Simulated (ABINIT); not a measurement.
A calculation with ABINIT 10.8.3 (patched build) of TaS2 (native input, structure from a POSCAR):

Contents of run.abi:

```
pp_dirpath "./"
pseudos "Ta.GGA_PBE-JTH.xml, S.GGA_PBE-JTH.xml"

structure "poscar:POSCAR"
natom 3

ecut 20.0
pawecutdg 40.0

kptopt 1
ngkpt 9 9 5
nshiftk 1
shiftk 0.0 0.0 0.0

ixc 11

nband 17
occopt 3
tsmear 0.05 eV

nstep 100
tolvrs 1.0e-9

iomode 3
prtwf 0
prteig 0
prtebands 0
prtden 1
prtvha 1
prtvclmb 1
prtpot 1
```

File POSCAR:

```
TaS2
1.0
    3.3500000000      0.0000000000      0.0000000000
   -1.6750000000      2.9011851027      0.0000000000
    0.0000000000      0.0000000000      5.8600000000
Ta S
1 2
Direct
    0.0000000000      0.0000000000      0.0000000000  Ta
    0.6666666667      0.3333333333      0.7500000000  S
    0.3333333333      0.6666666667      0.2500000000  S
```

Potentials or basis: JTH PAW PBE v2.0.

The run is started by

```sh
$ abinit run.abi > log 2>&1
```

Question: Write the same calculation in another form: ASE script, structure from a P1 CIF.

Answer: As run:

run.py

```python
import json, os
import numpy as np
from ase.units import GPa
from ase.calculators.abinit import Abinit, AbinitProfile
from ase.io import read

atoms = read('TaS2.cif')

profile = AbinitProfile(command='abinit', pp_paths=[os.path.abspath('pseudos')])
params = dict(
    pps='pawxml', xc='PBE',
    ecut=544.2277,
    pawecutdg=1088.4554,
    kptopt=1,
    ngkpt=[9, 9, 5],
    nshiftk=1,
    shiftk=[0.0, 0.0, 0.0],
    ixc=11,
    nband=17,
    occopt=3,
    tsmear=0.05,
    nstep=100,
    tolvrs=1e-09,
    prtwf=0,
    prtden=0,
)

atoms.calc = Abinit(profile=profile, directory='run', **params)
energy = atoms.get_potential_energy()
forces = atoms.get_forces()
stress = atoms.get_stress()
print(f'energy {energy:.6f} eV')
print('forces (eV/A)')
print(np.round(forces, 5))
print('stress (GPa, Voigt, tension positive)', np.round(stress / GPa, 4))
json.dump(dict(energy=energy, forces=forces.tolist(), stress=stress.tolist(), cell=atoms.cell.tolist(), frac=atoms.get_scaled_positions(wrap=False).tolist()), open('results.json', 'w'))
```

File TaS2.cif:

```cif
data_TaS2
_cell_length_a 3.35000000
_cell_length_b 3.35000000
_cell_length_c 5.86000000
_cell_angle_alpha 90.00000000
_cell_angle_beta 90.00000000
_cell_angle_gamma 120.00000000
_space_group_name_H-M_alt 'P1'
_space_group_name_Hall 'P 1'
_space_group_IT_number 1
loop_
_space_group_symop_operation_xyz
'x,y,z'
loop_
_atom_site_label
_atom_site_type_symbol
_atom_site_symmetry_multiplicity
_atom_site_Wyckoff_symbol
_atom_site_fract_x
_atom_site_fract_y
_atom_site_fract_z
_atom_site_occupancy
Ta1 Ta 1 a 0.0000000000 0.0000000000 0.0000000000 1
S1 S 1 a 0.6666666667 0.3333333333 0.7500000000 1
S2 S 1 a 0.3333333333 0.6666666667 0.2500000000 1
```

Potentials or basis: JTH PAW PBE v2.0.

Command:

```sh
$ python run.py
```

Both were run:

|  | native input, structure from a POSCAR | ASE script, structure from a P1 CIF |
| --- | --- | --- |
| Pressure | 9.0 GPa | 9.0 GPa |
| Largest force | 1.227 eV/Å | 1.227 eV/Å |
| Band gap on the k mesh | none (metal or under the smearing width) | none (metal or under the smearing width) |
| Valence electrons inside the program's atomic spheres | Ta 10.63; S 3.64 | Ta 10.63; S 3.64 |

Keys that steer only the numerical path or the files written may differ.

Caveat: this functional lacks dispersion, which binds the layers, so the pressure and a relaxed spacing across them are unreliable; forces of over 1 eV/Å show positions far from the minimum, so gaps and moduli don't describe the material at rest.
